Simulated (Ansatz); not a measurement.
**C (single layer cut from the bulk crystal) (one layer): bands on a dense mesh**

Is C (single layer cut from the bulk crystal) (one layer) a metal, and what do its states look like over the zone? Levels and slopes are computed on a dense mesh; the geometry is as given.

Method: DFT PBE, scalar-relativistic, plane waves, PAW; levels and slopes on a dense k mesh at the converged density, in Ansatz 0.2.0.

### 1 Starting point

The structure is hexagonal, space group P6/mmm (No. 191). Conventional cell: a = 2.456 Å, b = 2.456 Å, c = 13.000 Å, α = 90.00°, β = 90.00°, γ = 120.00°. C (site symmetry -6m2) has 3 C at 1.42 Å as nearest neighbours.

Structure file:

```cif
data_structure
_symmetry_space_group_name_H-M 'P6/mmm'
_symmetry_Int_Tables_number 191
_cell_length_a 2.4562
_cell_length_b 2.4562
_cell_length_c 13.0000
_cell_angle_alpha 90.000
_cell_angle_beta 90.000
_cell_angle_gamma 120.000
_cell_volume 67.92
loop_
_atom_site_label
_atom_site_type_symbol
_atom_site_symmetry_multiplicity
_atom_site_Wyckoff_symbol
_atom_site_fract_x
_atom_site_fract_y
_atom_site_fract_z
_atom_site_occupancy
C1 C 2 d 0.33333 0.66667 0.50000 1
```

The structure comes from the Materials Project (structure only) and is not relaxed.

### 2 Self-consistency and the dense mesh

Input file input.yaml:

```yaml
crystal:
  lattice:
    - [2.45617016, 0.0, 0.0]
    - [-1.22808508, 2.12710576, 0.0]
    - [0.0, 0.0, 13.0]
  atoms:
    - { symbol: C, position: [0.33333333, 0.66666667, 0.5] }
    - { symbol: C, position: [0.66666667, 0.33333333, 0.5] }
basis:
  ecutwfc: 420
kpoints:
  mp_grid: { grid: [30, 30, 1] }
hamiltonian:
  xc: pbe
scf:
  occupations: { method: gaussian, width: 0.05 }
output:
  forces: true
  eigenvalues: true
  eigenstates:
    nscf_kmesh: { grid: [72, 72, 1] }
    top_band: c6
    de_dk: true
    localisation: false
checkpoint:
  write: ck
  compress: false
  write_wavefunctions: false
  write_every: 100000
```

On the command line:

```console
$ ansatz run input.yaml --threads 1 --pin off --max-ram 3072MiB --backend cpu --events-out ev --progress --plain --runs-dir out
```

**Question.** What will these runs give? Wanted: least direct distance of the two bands.

**Answer**, as computed:

```
                              quantity     value
least direct distance of the two bands  0.000 eV
```

**Reading.** No gap shows on this mesh: the two bands touch at K, at the Fermi level, so the Fermi surface shrinks to points.
